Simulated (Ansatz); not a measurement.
# Eu (fcc type): how the settings move a single-point run

Question: which choices in the input matter for Eu (fcc type)?

Method: reference: DFT, PBE, PAW with Ansatz's default frozen-core files, scalar-relativistic, in Ansatz 0.2.0.

4 further runs of the same task are left out: 4 that didn't finish.

### 1 Starting point

Symmetry: Fm-3m, No. 225, cubic system. Conventional cell: a = 4.361 Å, b = 4.361 Å, c = 4.361 Å, α = 90.00°, β = 90.00°, γ = 90.00°. Around Eu (site symmetry m-3m) lie 12 Eu at 3.08 Å.

Coordinates:

```
CELL_PARAMETERS angstrom
0.00000 2.18068 2.18068
2.18068 0.00000 2.18068
2.18068 2.18068 0.00000
ATOMIC_POSITIONS crystal
Eu 0.00000 0.00000 0.00000
```

### 2 Baseline

Input file input.yaml:

```yaml
crystal:
  lattice:
    - [0.0, 2.1806790166, 2.1806790166]
    - [2.1806790166, 0.0, 2.1806790166]
    - [2.1806790166, 2.1806790166, 0.0]
  atoms:
    - { symbol: Eu, position: [0.0, 0.0, 0.0], spin: 7.0 }
magnetization:
  spin_polarized: true
kpoints:
  mp_grid: { grid: [12, 12, 12] }
scf:
  occupations: { method: fermi_dirac, width: 0.08 }
hamiltonian:
  xc: pbe
  pseudopotentials: { kind: paw }
output:
  forces: true
  stress: true
  eigenvalues: true
  populations: true
```

Started as:

```console
> ansatz run input.yaml --threads 1 --pin off --max-ram 3072MiB --backend cpu --events-out ev --progress --plain --runs-dir out
```

### 3 Changed: chi_scale 0.3

Changes to input.yaml since step 2:

```diff
@@ -13,2 +13,3 @@
   occupations: { method: fermi_dirac, width: 0.08 }
+  initial_density: { chi_scale: 0.3 }
 hamiltonian:
```

**Question.** What will these runs give? Wanted: for each run, ending; energy change; pressure; abs. moment; force.

As calculated:

```csv
run,ending,energy change,pressure (GPa),abs. moment (μB),force (eV/Å),cycles,time
reference,converged,0,31.3,6.95,0.00,11,7.3 s
1: chi_scale 0.3,converged,0.0 meV/atom,31.3,6.95,0.00,11,7.8 s
```

Residual by cycle in the longest SCF loop of each run; runs are numbered as in the table. The quantity is the density residual dr2, in eV.

```csv
cycle,reference,run 1
1,0.318,0.318
2,0.0943,0.0943
3,0.0014,0.0014
4,0.0187,0.0187
5,2.3e-4,2.3e-4
6,5.4e-4,5.4e-4
7,2.8e-5,2.8e-5
8,3.4e-7,3.4e-7
9,5.0e-8,5.0e-8
10,2.7e-9,2.7e-9
11,9.6e-9,9.6e-9
```

**Reading.** Energy and cycle count are those of the reference, so the change (start) left the result and the number of cycles as they were. The structure is not at rest: the sound run finds 31 GPa, so these are no properties of the relaxed crystal. 
